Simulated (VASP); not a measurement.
A run of VASP 6.6.1 is set up as follows.

The input INCAR:

```
PREC = Accurate
ENCUT = 520
EDIFF = 1E-7
ISMEAR = -1
SIGMA = 0.05
LREAL = False
LASPH = True
NELM = 80
ALGO = Normal
ISIF = 2
LWAVE = False
LCHARG = False
GGA = PE
NBANDS = 28
```

Contents of KPOINTS:

```
Automatic mesh
0
Gamma
  6 6 6
```

File POSCAR:

```
BaZrO3
1.0
    4.1913400000      0.0000000000      0.0000000000
    0.0000000000      4.1913400000      0.0000000000
    0.0000000000      0.0000000000      4.1913400000
Ba Zr O
1 1 3
Direct
    0.0001980000      0.0077720000     -0.0074240000
    0.5005400000      0.5082770000      0.4918760000
    0.4928290000      0.5011710000      0.0004680000
    0.4943580000      0.0015540000      0.5065890000
   -0.0058270000      0.5059910000      0.5046290000
```

Potentials or basis: VASP PAW PBE potentials, release 64 (Ba_sv, Zr_sv, O).

Launch:

```console
$ cat potpaw_PBE.64/Ba_sv/POTCAR potpaw_PBE.64/Zr_sv/POTCAR potpaw_PBE.64/O/POTCAR > POTCAR
$ mpirun -np 1 vasp_std > vasp.out
```

Question: Estimate the band gap on the k mesh.

Answer: 3.22 eV, indirect (least direct gap 3.45 eV).

Question: Predict the pressure.

Answer: 5.2 GPa.

Forces in eV/Å, atoms in the order of the input:
```
Ba  -0.006 -0.011 -0.009
Zr  -0.146 -0.153  0.212
O    0.011 -0.010 -0.072
O   -0.003  0.227 -0.075
O    0.144 -0.053 -0.056
```

Caveat: spin-orbit coupling is left out, which moves the levels of the heavy elements. A k mesh can miss the band edges.
